**Question.** SnSe₂ is a layered semiconductor studied as a transistor channel. The table gives its band gap at eleven levels of theory, all for the same atomic positions.

Band gaps of bulk 1T SnSe2 (P-3m1, a = 3.825 Å, c = 6.227 Å) at the r2SCAN+rVV10 geometry, computed with Ansatz 0.2.0 (plane-wave PAW, no spin polarisation). Each gap is the least over the k mesh (12×12×4, 6×6×4 or 6×6×2, depending on the level) and some extra k points. G0W0 is the PBE gap plus a shift computed with finite bands and cutoff.

```csv
level of theory,band gap (eV),least direct gap (eV),rough cost in core time (min)
PBE,0.669,1.132,0.21
r2SCAN,0.916,1.491,0.43
HSE06,1.296,1.884,5.4
PBE+SOC,0.600,1.070,1.6
PBE0,1.945,2.542,5.6
LDA,0.483,0.916,0.17
DDH-PBE0,1.096,1.630,16
HSE06+SOC,1.237,1.849,17
Hartree-Fock,6.565,7.251,6.0
r2SCANh,1.388,1.982,6.5
G0W0/PBE 220eV,1.171,n/a,51
```

HSE06 and PBE0 both replace 25 % of the PBE exchange by exact exchange, the kind computed from the orbitals as in Hartree-Fock. PBE0 does so at all distances, HSE06 only at short range. From HSE06 to PBE0, on the same k mesh, the highest filled level falls by 0.34 eV and the lowest empty level rises by 0.31 eV.

(a) Without a measured gap, find out which levels of theory fail.
(b) Explain the failures. Then estimate the difference between PBE0 and HSE06 without using the gaps in the table or the level shifts above: HSE06 leaves out exact exchange for the part erf(ωr)/r of the repulsion 1/r, with ω ≈ 0.11 per bohr.
(c) How far does the gap grow in proportion to the fraction of exact exchange?

**Model answer**

(a) The first sign of trouble is the pair HSE06 and PBE0. Letting the same quarter of exchange act at long range adds 0.65 eV, more than half of the whole G0W0 gap. The result therefore depends strongly on how electrons far apart act on each other, and in a solid that interaction is screened: the other electrons shift and weaken it. The methods should be judged by how they treat this screening.

G0W0 computes the screening and gives 1.17 eV. LDA, PBE and r2SCAN lie 0.7, 0.5 and 0.3 eV below that, PBE0 0.8 eV above and Hartree-Fock more than 5 eV above. G0W0 is itself an imperfect yardstick. It starts from PBE, and how much that matters is not tested here. Its finite bands, cutoff and k mesh also leave an error, whose size was not tested for SnSe₂. In the data makers' tests on other systems, such G0W0 gaps fell short of the basis limit by 6 to 9 % in the median. If that holds here, the true G0W0 gap is about 0.1 eV larger. That would be too little to excuse PBE0 or Hartree-Fock, and it would make the low gaps look worse still. HSE06, however, lies only about 0.1 eV above G0W0 as computed, and a correction of this size would remove most of that difference. The order of these two therefore stays open.

(b) In LDA and PBE, one local potential acts on filled and empty states alike. It lacks the jump that the exact potential makes when an electron is added, and so the gap comes out too small. r2SCAN adds a term that depends on the kinetic energy of the orbitals, which usually recovers part of the gap. Exact exchange tells filled and empty states apart directly: it lowers a filled state strongly and an empty one much less. If it is left unscreened, however, it separates them too far.

The long-range part can be estimated by hand. HSE06 leaves out exact exchange for the part erf(ωr)/r of the repulsion, where r is the distance between two electrons and ω ≈ 0.11 per bohr. This part varies so slowly that a filled state feels nearly its value at r = 0:

2ω/√π ≈ 0.12 hartree ≈ 3.4 eV.

An empty state feels almost none of it. A quarter of 3.4 eV is about 0.84 eV, against 0.65 eV in the table. The estimate is 30 % too high. An error of this sign is expected, because the repulsion is not quite constant over the region in which exchange acts. Long-range exchange also converges slowly with the k mesh, and how far the 6×6×4 mesh affects the 0.65 eV was not tested.

The same argument explains the two level shifts. If the repulsion had a constant value v, the exchange energy would be −v/2 for each electron. The local exchange that is removed had therefore lowered filled and empty levels alike, by about half of the full value. Once exact exchange has taken its place, the filled level ends up lower and the empty one higher by equal amounts, much as the calculation finds.

(c) A line drawn through PBE and PBE0 rises by about 0.5 eV for each 10 % of exact exchange at full range. Applied to r2SCANh, which adds 10 % to r2SCAN and was not used for the line, it gives 1.43 eV against a computed 1.39 eV. At 100 % it gives 5.8 eV, whereas Hartree-Fock gives 6.6 eV. Measured against the growth of the gap alone, the line is roughly a tenth too high for r2SCANh and a tenth too low for Hartree-Fock. The growth is thus roughly, but not exactly, proportional to the fraction. At the far end a deviation is no surprise, but the table does not separate its possible causes: correlation is absent there, the orbitals themselves have changed, and the k meshes are not the same for all levels.

**Remarks on the reasoning**

The line also helps to judge PBE0. DDH-PBE0 is built to use the inverse of the electronic dielectric constant as its fraction, because screening weakens the repulsion between distant electrons by about that factor. Its gap corresponds to 8 to 9 % on the line, about a third of what PBE0 uses. By this rule, 25 % would suit a solid with a dielectric constant near 4. In more polarisable solids PBE0 tends to overshoot, in less polarisable ones to fall short.

A common slip is to conclude that the bands are wrong in every respect. The least direct gap exceeds the band gap by 0.4 to 0.7 eV at every level that lists both, while the gap itself changes by 6 eV. This suggests that the failure is mainly a shift of the empty bands against the filled ones. The shape of the bands is not safe, though. From LDA to Hartree-Fock the excess grows by more than half, though over half of that growth comes already between LDA and r2SCAN, without exact exchange. The place of the smallest direct gap tells less: it lies at Γ in PBE and PBE0 but at the conduction band minimum in HSE06, which suggests two nearly equal direct gaps.

Cost gives no warning of the failure. PBE0 and Hartree-Fock take about as much core time as HSE06, since all three evaluate exact exchange; they differ in how much of it they keep and over what range. The printed output below holds the line, its two tests and the long-range estimate.

Output of the analysis:

```
Gap against G0W0 and direct excess, eV:
             row  gap less G0W0  direct less least gap
             PBE         -0.502                  0.463
          r2SCAN         -0.255                  0.575
           HSE06          0.125                  0.588
         PBE+SOC         -0.571                   0.47
            PBE0          0.774                  0.597
             LDA         -0.688                  0.433
        DDH-PBE0         -0.075                  0.534
       HSE06+SOC          0.066                  0.612
    Hartree-Fock          5.394                  0.686
         r2SCANh          0.217                  0.594
  G0W0/PBE 220eV              0                    n/a
G0W0 gap if 6 % short of the basis limit, eV: 1.246
G0W0 gap if 9 % short of the basis limit, eV: 1.287
HSE06 less PBE, eV: 0.627
PBE0 less HSE06 (long-range exchange), eV: 0.649
Gap opening for each 10 % of full-range exchange, eV: 0.5104
r2SCANh predicted from r2SCAN plus 10 % exchange, eV: 1.426
Prediction less computed r2SCANh gap, eV: 0.0384
Hartree-Fock gap predicted by the line, eV: 5.773
Prediction less computed Hartree-Fock gap, eV: -0.792
Exchange fraction implied by the DDH-PBE0 gap, %: 8.366
PBE gap estimated at the k points of the other rows, eV: 0.6129
r2SCANh predicted with that PBE gap, eV: 1.449
Hartree-Fock predicted with that PBE gap, eV: 5.941
DDH-PBE0 fraction implied with that PBE gap, %: 9.067
Long-range opening estimated without fit, eV: 0.8444
Valence edge, PBE0 less HSE06, eV: -0.3358
Conduction edge, PBE0 less HSE06, eV: 0.31
Spin-orbit shift of the gap in PBE, table, eV: -0.069
Spin-orbit shift of the gap in PBE, common mesh, eV: -0.02925
Spin-orbit shift of the gap in HSE06, eV: -0.059
Intrinsic carrier density at 300 K, PBE gap over G0W0 gap, ratio: 16467
```
